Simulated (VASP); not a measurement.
Set up this calculation in VASP 6.6.1, as the native input.

* Task: relaxation of cell and atoms
* Functional: PBEsol
* Potentials or basis: VASP PAW PBE potentials, release 64 (Mg, H)
* Cutoff: 600 eV
* k mesh: 6 × 6 × 10
* Occupations: gaussian, width 0.03 eV
* Spin: no spin polarisation
* Further INCAR settings: ALGO = Normal; EDIFF = 1e-06; IBRION = 2; EDIFFG = -0.01; NSW = 90; ISIF = 3

The structure of MgH2 lies in POSCAR:

```
MgH2
1.0
    4.5168000000      0.0000000000      0.0000000000
    0.0000000000      4.5168000000      0.0000000000
    0.0000000000      0.0000000000      3.0205000000
Mg H
2 4
Direct
    0.0000000000      0.0000000000      0.0000000000
    0.5000000000      0.5000000000      0.5000000000
    0.3060000000      0.3060000000      0.0000000000
    0.1940000000      0.8060000000      0.5000000000
    0.6940000000      0.6940000000      0.0000000000
    0.8060000000      0.1940000000      0.5000000000
```

The input as run:

INCAR

```
SYSTEM = MgH2
  PREC = Accurate
  ENCUT = 600
  EDIFF = 1E-6
  ISMEAR = 0
  SIGMA = 0.03
  LREAL = .FALSE.
  LASPH = .TRUE.
  NELM = 80
  ALGO = Normal
  ISIF = 3
  LWAVE = .FALSE.
  LCHARG = .FALSE.
  GGA = PS
  IBRION = 2
  NSW = 90
  EDIFFG = -0.01
  KPAR = 2
```

KPOINTS

```
Automatic mesh
0
G
  6 6 10
  0 0 0
```

Potentials or basis: VASP PAW PBE potentials, release 64 (Mg, H).

The run is started by

```bash
$ cat potpaw_PBE.64/Mg/POTCAR potpaw_PBE.64/H/POTCAR > POTCAR
$ mpirun -np 2 vasp_std > vasp.out
```

It gave:

- Relaxed volume: 10.02 Å³/atom
- Relaxed cell: a = 4.473 Å, b = 4.473 Å, c = 3.005 Å, α = 90.00°, β = 90.00°, γ = 90.00°
- Space group after relaxing (to 0.05 Å): P4_2/mnm (No. 136)
- Energy gained by relaxing: 1.1 meV/atom
- Ionic steps: 6
- Pressure after relaxing: 0.0 GPa
- Band gap on the k mesh: 3.58 eV, indirect (least direct gap 4.41 eV)

Caveat: the PAW data sets were made with another functional, which shifts forces and pressure a little.

It took 23 s on 2 MPI ranks on AMD EPYC 9R45 (Zen 5), on a shared host, peak memory 0.17 GiB a rank.
